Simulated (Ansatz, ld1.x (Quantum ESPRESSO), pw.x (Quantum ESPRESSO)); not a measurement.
# What a changed setting does to a pw.x run (sc N)

Potential: norm-conserving RRKJ (Kleinman–Bylander form), ld1.x (Quantum ESPRESSO) 7.5, PBE; core [He], reference 2s2 2p3; waves: 2s (bound): rc 1.05 bohr; 2p (bound): rc 1.25 bohr; 3d channel at 0.05 Ry: rc 1.15 bohr; local part: the d channel; core correction: Bessel-smoothed model core inside 1.00 bohr; rho0 0.005.

The reference run (k-mesh 17³, cutoffs 135/540 Ry, Fermi–Dirac 0.01 Ry, mixing_beta 0.4, conv_thr 1e-9, no spin) gives -4.46 GPa at 6.670 Å³/atom, where all-electron LAPW gives -4.61 GPa. This run, with its own iteration cap, changes k-mesh points per axis to 6.

```
&control
  calculation='scf', prefix='x', pseudo_dir='./', outdir='./tmp', tstress=.true., disk_io='none'
/
&system
  ibrav=0, nat=1, ntyp=1, ecutwfc=135, ecutrho=540, nbnd=9,
  occupations='smearing', smearing='fd', degauss=0.01
/
&electrons
  conv_thr=1e-09, mixing_beta=0.4, electron_maxstep=60
/
ATOMIC_SPECIES
N 1.0 N.UPF
CELL_PARAMETERS angstrom
  1.88238568 0.00000000 0.00000000
  0.00000000 1.88238568 0.00000000
  0.00000000 0.00000000 1.88238568
ATOMIC_POSITIONS crystal
N 0.0000 0.0000 0.0000
K_POINTS automatic
6 6 6 0 0 0
```

```bash
pw.x < N.scf.in > N.scf.out
```

Q: How does the run end?

A: It converges in 6 iterations; the free energy moves by -44.4 meV/atom and the pressure by +3.24 GPa.

```
Message from routine setup:
     using ibrav=0 with symmetry is DISCOURAGED, use correct ibrav instead
     lattice parameter (alat)  =       3.5572  a.u.
     unit-cell volume          =      45.0114 (a.u.)^3
     number of electrons       =         5.00
     number of Kohn-Sham states=            9
     kinetic-energy cutoff     =     135.0000  Ry
     charge density cutoff     =     540.0000  Ry
     scf convergence threshold =      1.0E-09
     Exchange-correlation= PBE
     number of k points=    20  Fermi-Dirac smearing, width (Ry)=  0.0100
     iteration #  1     ecut=   135.00 Ry     beta= 0.40
     total energy              =     -19.70310396 Ry
     estimated scf accuracy    <       0.00243206 Ry
     iteration #  2     ecut=   135.00 Ry     beta= 0.40
     total energy              =     -19.70347594 Ry
     estimated scf accuracy    <       0.00084195 Ry
     iteration #  3     ecut=   135.00 Ry     beta= 0.40
     total energy              =     -19.70351577 Ry
     estimated scf accuracy    <       0.00001345 Ry
     iteration #  4     ecut=   135.00 Ry     beta= 0.40
     total energy              =     -19.70351718 Ry
     estimated scf accuracy    <       0.00000013 Ry
     iteration #  5     ecut=   135.00 Ry     beta= 0.40
     total energy              =     -19.70351721 Ry
     estimated scf accuracy    <       0.00000002 Ry
     iteration #  6     ecut=   135.00 Ry     beta= 0.40
     the Fermi energy is    10.9134 ev
!    total energy              =     -19.70351722 Ry
     estimated scf accuracy    <          6.1E-10 Ry
     smearing contrib. (-TS)   =      -0.00233674 Ry
     The total energy is F=E-TS. E is the sum of the following terms:
     one-electron contribution =       3.30010331 Ry
     hartree contribution      =       1.84312700 Ry
     xc contribution           =      -4.90384836 Ry
     ewald contribution        =     -19.94056243 Ry
     convergence has been achieved in   6 iterations
          total   stress  (Ry/bohr**3)                   (kbar)     P=      -12.29
     Message from routine punch:
     Nothing written, as per user request (disk_io='none')
```

The run took about 2.1 s on one core of a shared host (Neoverse-V1, 32 threads, 247 GiB, load 15).
